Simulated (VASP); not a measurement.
# AlP (F-43m) in VASP: notebook, part 2 of 3

VASP 6.6.1. The steps go on from the part before.

**3. Single point, PBE+D3(BJ) (volume scaled by 0.96)**

INCAR

```
PREC = Accurate ; ENCUT = 500
EDIFF = 1E-6 ; ISMEAR = 0
SIGMA = 0.05 ; LREAL = False
LASPH = True ; NELM = 120
ALGO = Normal ; ISIF = 2
LWAVE = False ; LCHARG = False
GGA = PE ; IVDW = 12
NBANDS = 11 ; GGA_COMPAT = False
```

KPOINTS

```
Automatic mesh
0
Gamma
  8 8 8
```

POSCAR

```
AlP
1.0
    0.0000000000      2.6922436953      2.6922436953
    2.6922436953      0.0000000000      2.6922436953
    2.6922436953      2.6922436953      0.0000000000
Al P
1 1
Direct
    0.0000000000      0.0000000000      0.0000000000
    0.7500000000      0.7500000000      0.7500000000
```

Potentials or basis: VASP PAW PBE potentials, release 64 (Al, P).

On the command line:

```console
> cat potpaw_PBE.64/Al/POTCAR potpaw_PBE.64/P/POTCAR > POTCAR
> mpirun -np 1 vasp_std > vasp.out
```

OUTCAR:

```text
PREC = Accurate
   ENCUT = 500
   EDIFF = 1E-6
   ISMEAR = 0
   LREAL = False
   LASPH = True
   NELM = 120
   ISIF = 2
   GGA = PE
   IVDW = 12
 IVDW          = 12

 ion  position               nearest neighbor table
   1  0.000  0.000  0.000-   2 2.33   2 2.33   2 2.33   2 2.33
   2  0.750  0.750  0.750-   1 2.33   1 2.33   1 2.33   1 2.33

  LATTYP: Found a face centered cubic cell.
 ALAT       =     5.3844873906

  Lattice vectors:

 A1 = (   0.0000000000,   2.6922436953,   2.6922436953)
 A2 = (   2.6922436953,   0.0000000000,   2.6922436953)
 A3 = (   2.6922436953,   2.6922436953,   0.0000000000)

Analysis of symmetry for initial positions (statically):
=====================================================================
 Subroutine PRICEL returns:
 Original cell was already a primitive cell.

 Routine SETGRP: Setting up the symmetry group for a
 face centered cubic supercell.

 Subroutine GETGRP returns: Found 24 space group operations
 (whereof 24 operations were pure point group operations)
 out of a pool of 48 trial point group operations.

The static configuration has the point symmetry T_d .

Analysis of symmetry for dynamics (positions and initial velocities):
=====================================================================
 Subroutine PRICEL returns:
 Original cell was already a primitive cell.

 Routine SETGRP: Setting up the symmetry group for a
 face centered cubic supercell.

 Subroutine GETGRP returns: Found 24 space group operations
 (whereof 24 operations were pure point group operations)
 out of a pool of 48 trial point group operations.

The dynamic configuration has the point symmetry T_d .

 Subroutine INISYM returns: Found 24 space group operations
 (whereof 24 operations are pure point group operations),
 and found     1 'primitive' translations

----------------------------------------------------------------------------------------

                                     Primitive cell

  volume of cell :      39.0277

  direct lattice vectors                    reciprocal lattice vectors
     0.000000000  2.692243695  2.692243695    -0.185718700  0.185718700  0.185718700
     2.692243695  0.000000000  2.692243695     0.185718700 -0.185718700  0.185718700
     2.692243695  2.692243695  0.000000000     0.185718700  0.185718700 -0.185718700

  length of vectors
     3.807407547  3.807407547  3.807407547     0.321674225  0.321674225  0.321674225

  position of ions in fractional coordinates (direct lattice)
     0.000000000  0.000000000  0.000000000
     0.750000000  0.750000000  0.750000000

  ion indices of the primitive-cell ions
   primitive index   ion index
                 1           1
                 2           2

----------------------------------------------------------------------------------------

 KPOINTS: Automatic mesh

Automatic generation of k-mesh.
 Grid dimensions read from file:
 generate k-points for:    8    8    8

 Generating k-lattice:

  Cartesian coordinates                     Fractional coordinates (reciprocal lattice)
    -0.023214838  0.023214838  0.023214838     0.125000000  0.000000000  0.000000000
     0.023214838 -0.023214838  0.023214838     0.000000000  0.125000000  0.000000000
     0.023214838  0.023214838 -0.023214838     0.000000000  0.000000000  0.125000000

  Length of vectors
     0.040209278  0.040209278  0.040209278

  Shift w.r.t. Gamma in fractional coordinates (k-lattice)
     0.000000000  0.000000000  0.000000000

 Subroutine IBZKPT returns following result:
 ===========================================

 Found     29 irreducible k-points:

 Following reciprocal coordinates:
            Coordinates               Weight
  0.000000  0.000000  0.000000      1.000000
  0.125000  0.000000  0.000000      8.000000
  0.250000  0.000000  0.000000      8.000000
  0.375000  0.000000  0.000000      8.000000
  0.500000  0.000000  0.000000      4.000000
  0.125000  0.125000  0.000000      6.000000
[... 16 lines left out ...]
  0.500000  0.250000  0.125000     48.000000
 -0.375000  0.250000  0.125000     24.000000
 [... further k-points ...]
   k-points           NKPTS =     29   k-points in BZ     NKDIM =     29   number of bands    NBANDS=     11
   number of dos      NEDOS =    301   number of ions     NIONS =      2
   total plane-waves  NPLWV =  21952
   dimension x,y,z NGX =    28 NGY =   28 NGZ =   28
   dimension x,y,z NGXF=    56 NGYF=   56 NGZF=   56
   ions per type =               1   1
   NGX,Y,Z   is equivalent  to a cutoff of  12.23, 12.23, 12.23 a.u.
   NGXF,Y,Z  is equivalent  to a cutoff of  24.45, 24.45, 24.45 a.u.
 SYSTEM =  unknown system
   PREC   = accura    normal or accurate (medium, high low for compatibility)
   ISTART =      0    job   : 0-new  1-cont  2-samecut
   ICHARG =      2    charge: 1-file 2-atom 10-const
   ISPIN  =      1    spin polarized calculation?
   LNONCOLLINEAR =      F non collinear calculations
   LSORBIT =      F    spin-orbit coupling
   LASPH  =      T    aspherical Exc in radial PAW
   ENCUT  =  500.0 eV  36.75 Ry    6.06 a.u.   6.94  6.94  6.94*2*pi/ulx,y,z
   NELM   =    120;   NELMIN=  2; NELMDL= -5     # of ELM steps
   EDIFF  = 0.1E-05   stopping-criterion for ELM
   LREAL  =      F    real-space projection
   EDIFFG = 0.1E-04   stopping-criterion for IOM
   NSW    =      0    number of steps for IOM
   IBRION =     -1    ionic relax: 0-MD 1-quasi-New 2-CG
   NFREE  =      0    steps in history (QN), initial steepest desc. (CG)
   ISIF   =      2    stress and relaxation
   ISYM   =      2    0-nonsym 1-usesym 2-fastsym
   POTIM  = 0.5000    time-step for ionic-motion
   TEBEG  =    0.0;   TEEND  =   0.0 temperature during run
   PSTRESS=    0.0 pullay stress
   NELECT =       8.0000    total number of electrons
   NUPDOWN=      -1.0000    fix difference up-down
   EMIN   =  10.00;   EMAX   =-10.00  energy-range for DOS
   EFERMI =   0.00;   METHOD = LEGACY
   ISMEAR =     0;   SIGMA  =   0.05  broadening in eV -4-tet -1-fermi 0-gaus
   EFERMI_NEDOS =   21; number of points for ismear=-14 and -15
   IALGO  =     38    algorithm
   IMIX   =      4    mixing-type and parameters
     AMIX     =   0.40;   BMIX     =  1.00
     AMIX_MAG =   1.60;   BMIX_MAG =  1.00
  volume/ion in A,a.u.               =      19.51       131.69
  Fermi-wavevector in a.u.,A,eV,Ry     =   0.965266  1.824089 12.677078  0.931739
  Thomas-Fermi vector in A             =   2.094968
   LORBIT       =      0    0 simple, 1 ext, 2 COOP (PROOUT), +10 PAW based schemes
   GGA     = PE    functional components
   LHFCALC =     F    Hartree Fock is set to
   AEXX    =    0.0000 exact exchange contribution
   IVDW    =    12    specifies the selected vdW correction
   LEPSILON=     F    determine dielectric tensor
   LRPA    =     F    only Hartree local field effects (RPA)
 non-spin polarized calculation
 Gauss-broadening in eV      SIGMA  =   0.05
  energy-cutoff  :      500.00
  volume of cell :       39.03
 maximum number of plane-waves:      1002
   NGX = 13   NGY = 13   NGZ = 13

 number of electron       7.9999999 magnetization

 Free energy of the ion-electron system (eV)
  ---------------------------------------------------
  ext. energy  EPLUGINS =         0.00000000
  ---------------------------------------------------
  free energy    TOTEN  =       -10.32605931 eV

  energy without entropy =      -10.32605931  energy(sigma->0) =      -10.32605931

 E-fermi :   5.1883     XC(G=0):  -9.3723

 val. band max:        4.9707286438   @ k =   0.0000   0.0000   0.0000
 cond. band min:       6.4637830016   @ k =   0.5000   0.5000   0.0000
 fundamental gap:      1.4930543578
 Fermi energy:         5.1883285605

 k-point     1 :       0.0000    0.0000    0.0000
  band No.  band energies     occupation
      1      -6.7798      2.00000
      2       4.9707      2.00000
      3       4.9707      2.00000
      4       4.9707      2.00000
      5       8.6379      0.00000
      6       9.5901      0.00000
      7       9.5901      0.00000
      8       9.5901      0.00000
      9      13.8520      0.00000
     10      13.8520      0.00000
     11      15.5602      0.00000
[... 309 lines left out ...]
 k-point    24 :      -0.3750    0.2500    0.1250
  band No.  band energies     occupation
      1      -4.6626      2.00000
      2      -0.3582      2.00000
      3       2.2801      2.00000
      4       3.4201      2.00000
      5       8.9593      0.00000
      6       9.5789      0.00000
      7      12.0004      0.00000
      8      12.8313      0.00000
      9      14.1726      0.00000
     10      16.6284      0.00000
     11      18.0148      0.00000

 [... further k-points ...]

------------------------ aborting loop because EDIFF is reached ----------------------------------------

 Edisp (eV)   -0.64478

 E8    (eV) :    -0.2671

  FORCE on cell =-STRESS in cart. coord.  units (eV):
  Direction    XX          YY          ZZ          XY          YZ          ZX
  --------------------------------------------------------------------------------------
  -------------------------------------------------------------------------------------
  Total       0.84927     0.84927     0.84927    -0.00000     0.00000     0.00000
  in kB      34.86445    34.86445    34.86445    -0.00000     0.00000     0.00000
  external pressure =       34.86 kB  Pullay stress =        0.00 kB

 VOLUME and BASIS-vectors are now :
 -----------------------------------------------------------------------------
  energy-cutoff  :      500.00
  volume of cell :       39.03
      direct lattice vectors                 reciprocal lattice vectors
     0.000000000  2.692243695  2.692243695    -0.185718700  0.185718700  0.185718700
     2.692243695  0.000000000  2.692243695     0.185718700 -0.185718700  0.185718700
     2.692243695  2.692243695  0.000000000     0.185718700  0.185718700 -0.185718700

 POSITION                                       TOTAL-FORCE (eV/Angst)
 -----------------------------------------------------------------------------------
      0.00000      0.00000      0.00000         0.000000      0.000000      0.000000
      4.03837      4.03837      4.03837        -0.000000     -0.000000     -0.000000
 -----------------------------------------------------------------------------------
    total drift:                               -0.000000     -0.000000     -0.000000

  FREE ENERGIE OF THE ION-ELECTRON SYSTEM (eV)
  ---------------------------------------------------
  free  energy   TOTEN  =       -10.9708396716 eV

  energy  without entropy=      -10.9708396716  energy(sigma->0) =      -10.97083967
```

Wall time 13 s (1 thread of Intel Xeon 8259CL, shared host); peak memory 0.16 GiB.

Results:

```yaml
Free_energy: -10.9708 eV
Pressure: 3.5 GPa
Band_gap_on_the_k_mesh: 1.49 eV, indirect (least direct gap 3.67 eV)
Dispersion_energy_per_atom: -0.322 eV
```

Levels at points of the mesh, in eV from the valence-band top:
```
           k point  band 1  band 2  band 3  band 4  band 5  band 6  band 7  band 8
(0.00, 0.00, 0.00)  -11.75    0.00    0.00    0.00    3.67    4.62    4.62    4.62
(0.50, 0.00, 0.00)   -9.97   -5.72   -0.79   -0.79    2.97    4.83    4.83    8.39
(0.50, 0.50, 0.00)   -9.26   -5.45   -2.19   -2.19    1.49    2.45   11.44   11.44
```

Caveat: the cell differs from its parent crystal (volume scaled by 0.96); three body term missing. A k mesh can miss the band edges.

**4. Single point, PBE**

This run uses another cell than the first one, of 20.25 Å³/atom, 1.041 times its volume.

INCAR

```
SYSTEM = AlP
PREC = Accurate
ENCUT = 500
EDIFF = 1E-6
ISMEAR = 0
SIGMA = 0.05
LREAL = .FALSE.
LASPH = .TRUE.
NELM = 120
ALGO = Normal
ISIF = 2
LWAVE = .FALSE.
LCHARG = .FALSE.
GGA = PE
NBANDS = 11
GGA_COMPAT = .FALSE.
```

KPOINTS

```
regular mesh
0
G
  8 8 8
  0 0 0
```

POSCAR

```
AlP
1.0
    0.0000000000      2.7254991651      2.7254991651
    2.7254991651      0.0000000000      2.7254991651
    2.7254991651      2.7254991651      0.0000000000
Al P
1 1
Direct
    0.0000000000      0.0000000000      0.0000000000
    0.7500000000      0.7500000000      0.7500000000
```

On the command line:

```console
> cat potpaw_PBE.64/Al/POTCAR potpaw_PBE.64/P/POTCAR > POTCAR
> mpirun -np 1 vasp_std > vasp.out
```

Run time: 14 s. Hardware: 1 thread of Intel Xeon 8259CL, shared host; peak memory 0.15 GiB.

Results (log left out):

```yaml
Free_energy: -10.3668 eV
Pressure: 2.6 GPa
Band_gap_on_the_k_mesh: 1.57 eV, indirect (least direct gap 3.35 eV)
```

Levels at points of the mesh, in eV from the valence-band top:
| k point | band 1 | band 2 | band 3 | band 4 | band 5 | band 6 | band 7 | band 8 | band 9 |
| --- | --- | --- | --- | --- | --- | --- | --- | --- | --- |
| (0.00, 0.00, 0.00) | -11.53 | 0.00 | 0.00 | 0.00 | 3.35 | 4.57 | 4.57 | 4.57 | 8.84 |
| (0.50, 0.00, 0.00) | -9.84 | -5.55 | -0.77 | -0.77 | 2.83 | 4.82 | 4.82 | 8.29 | 11.55 |
| (0.50, 0.50, 0.00) | -9.17 | -5.32 | -2.11 | -2.11 | 1.57 | 2.47 | 11.12 | 11.12 | 12.11 |

(Continued in part 3 of 3.)
